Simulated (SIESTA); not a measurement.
Set up this calculation in SIESTA 5.4.2, as the native input.

```
Task                : single point
Functional          : vdW-DF-C09
Potentials or basis : PseudoDojo 0.4 standard (PBE files)
Basis               : DZP (energy shift 0.003 Ry; two zetas on semicore shells)
Grid cutoff         : 800 Ry
Energy shift        : 0.003 Ry
k mesh              : 9 × 9 × 9
Occupations         : fermi-dirac, width 0.05 eV
Spin                : no spin polarisation
```

Crystal: HfO2.

```
Hf O
1.0
     3.61685    0.00000    0.00000
     1.80843    3.13229    0.00000
     1.80843    1.04410    2.95315
Hf O
1 2
Direct
  0.00000 0.00000 0.00000
  0.75000 0.75000 0.75000
  0.25000 0.25000 0.25000
```

Measurements of this composition are mostly on another form, of space group No. 14.

One way to write it, as run:

HfO2.fdf

```
SystemName                      HfO2
SystemLabel                     HfO2
NumberOfSpecies                 2
NumberOfAtoms                   3
%block ChemicalSpeciesLabel
  1  72 Hf
  2   8 O
%endblock ChemicalSpeciesLabel

LatticeConstant                 3.6168511900 Ang
%block LatticeParameters
  1.0000000000 1.0000000000 1.0000000000 59.9999999999 60.0000000003 59.9999999996
%endblock LatticeParameters
AtomicCoordinatesFormat         Fractional
%block AtomicCoordinatesAndAtomicSpecies
     0.0000000000     0.0000000000     0.0000000000  1  Hf
     0.7500000000     0.7500000000     0.7500000000  2  O
     0.2500000000     0.2500000000     0.2500000000  2  O
%endblock AtomicCoordinatesAndAtomicSpecies

%block kgrid.MonkhorstPack
    9   0   0  0.0
    0   9   0  0.0
    0   0   9  0.0
%endblock kgrid.MonkhorstPack
XC.Functional                   VDW
XC.Authors                      C09
PAO.BasisSize                   DZP
PAO.EnergyShift                 0.003 Ry
Mesh.Cutoff                     800 Ry
OccupationFunction              FD
ElectronicTemperature           0.05 eV
MaxSCFIterations                120
SCF.MustConverge                false
SCF.Mixer.Method                Pulay
SCF.Mixer.Weight                0.25
SCF.Mixer.History               8
SCF.DM.Tolerance                5.0e-05
SCF.H.Tolerance                 1.0e-03 eV
WriteForces                     true
Charge.Mulliken                 end
%block PAO.Basis
  Hf 5
  n=5 0 2
    3.247 0.000
  n=6 0 2
    8.147 0.000
  n=5 1 2
    3.937 0.000
  n=6 1 1
    8.147
  n=5 2 2
    7.874 0.000
%endblock PAO.Basis
```

Potentials or basis: PseudoDojo 0.4 standard (PBE files), DZP (energy shift 0.003 Ry; two zetas on semicore shells).

The run is started by

```bash
$ siesta HfO2.fdf > HfO2.out 2>&1
```

It gave:

- Pressure: -6.8 GPa
- Band gap on the k mesh: 3.62 eV, indirect (least direct gap 3.74 eV)

Caveat: short orbitals over semicore shells can move pressures by several GPa; the potentials were made for another functional, which shifts forces and pressure; spin-orbit coupling is left out, which moves the levels of the heavy elements; an odd mesh through Γ misses points on the zone boundary, where band edges often lie; the basis of atomic orbitals isn't converged, which shifts pressures, moduli and gaps.

Wall time 60 s on 1 thread of Intel(R) Xeon(R) 6975P-C (Granite Rapids), with other jobs on the host, peak memory 0.42 GiB.
